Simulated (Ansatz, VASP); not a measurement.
## InP in VASP and in Ansatz

The input INCAR:

```
SYSTEM = InP
PREC     = Accurate       ! precision mode
ENCUT    = 520            ! plane-wave cutoff, eV
EDIFF    = 1E-7           ! SCF threshold, eV
ISMEAR   = -1             ! smearing method
SIGMA    = 0.05           ! smearing width, eV
LREAL    = .False.        ! projectors in reciprocal space
LASPH    = .True.         ! aspherical terms in the spheres
NELM     = 100            ! most SCF steps
ALGO     = Normal         ! electronic algorithm
ISIF     = 2              ! what is computed and relaxed
LWAVE    = .False.        ! write WAVECAR
LCHARG   = .False.        ! write CHGCAR
GGA      = PS             ! functional
NBANDS   = 16             ! bands
```

KPOINTS

```
Automatic mesh
0
Gamma
  8 8 8
  0 0 0
```

POSCAR

```
InP
1.0
    0.0000000000      2.9499078504      2.9499078504
    2.9499078504      0.0000000000      2.9499078504
    2.9499078504      2.9499078504      0.0000000000
In P
1 1
Direct
    0.0000000000      0.0000000000      0.0000000000
    0.7500000000      0.7500000000      0.7500000000
```

File input.yaml:

```yaml
crystal:
  lattice:
    - [0.0, 2.9499078504, 2.9499078504]
    - [2.9499078504, 0.0, 2.9499078504]
    - [2.9499078504, 2.9499078504, 0.0]
  atoms:
    - { symbol: In, position: [0.0, 0.0, 0.0] }
    - { symbol: P, position: [0.75, 0.75, 0.75] }
hamiltonian:
  xc: pbesol
  pseudopotentials: { kind: paw }
kpoints:
  mp_grid: { grid: [8, 8, 8] }
scf:
  occupations: { method: fermi_dirac, width: 0.05 }
output:
  forces: true
  stress: true
  eigenvalues: true
  write_density: true
  write_potential: true
  elf: true
  volumetric_format: npy
```

Change from the starting cell: volume scaled by 1.02.

Alike in both runs: task single point; functional PBEsol; k mesh 8 × 8 × 8; occupations fermi-dirac, width 0.05 eV; no spin polarisation.

|  | VASP | Ansatz |
| --- | --- | --- |
| version | VASP 6.6.1 | Ansatz 0.2.0 |
| potentials or method | VASP PAW PBE potentials, release 64 (In_d, P) | Ansatz PAW |
| plane-wave cutoff (eV) | 520 | 420 |
| valence electrons in the cell | 18 | 18 |

|  | VASP | Ansatz | Ansatz less VASP |
| --- | --- | --- | --- |
| gap on the k mesh at the Fermi level (eV) | 0.51 | 0.51 | +0.002 |
| least direct gap on the mesh (eV) | 0.51 | 0.51 | +0.002 |
| pressure (GPa) | -0.7 | -0.7 | +0.02 |

Caveats: spin-orbit coupling is left out, which moves the levels of the heavy elements; the PAW data sets were made with another functional, which shifts forces and pressure a little (VASP); the PAW data sets come from PBE, with cores solved anew for the run's functional, which leaves a small shift of forces and pressure (Ansatz).
